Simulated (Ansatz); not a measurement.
ZnS: changes ranked by their effect on the gap on the k mesh

```xyz
2
Lattice="0.0000 2.7046 2.7046 2.7046 0.0000 2.7046 2.7046 2.7046 0.0000" Properties=species:S:1:pos:R:3 pbc="T T T"
Zn    0.0000    0.0000    0.0000
S     4.0570    4.0570    4.0570
```

Atoms are numbered in the order listed.

The cell is COD entry 9000107, as deposited and not checked against the literature; nothing was relaxed.

Method: Ansatz 0.2.0, DFT, PBE, all-electron LAPW, scalar-relativistic.

Numerical set-up: a Γ-centred 8×8×8 k mesh, Fermi–Dirac smearing of 0.01 eV, basis error target 0.25 meV/atom, no spin polarisation.

Semilocal functionals give too small gaps.

In this reference run the gap on the k mesh is 2.10 eV. Each change below is made alone, on the same k mesh, with fractional coordinates held unless an atom is moved; x, y and z are the Cartesian axes.

Question: One change shifts the gap on the k mesh by -0.21 eV. Which?
A. volume scaled by 0.95
B. volume scaled by 1.05
C. volume scaled by 0.975
D. equal xy, yz and zx engineering shear strains of -1 %
E. atom 1 (Zn) moved by (0.0849, 0.0849, 0.0000) Å
F. volume scaled by 1.025

Answer: B. The others give: equal xy, yz and zx engineering shear strains of -1 %, -0.04 eV; atom 1 (Zn) moved by (0.0849, 0.0849, 0.0000) Å, -0.07 eV; volume scaled by 0.95, +0.23 eV; volume scaled by 0.975, +0.11 eV; volume scaled by 1.025, -0.11 eV.
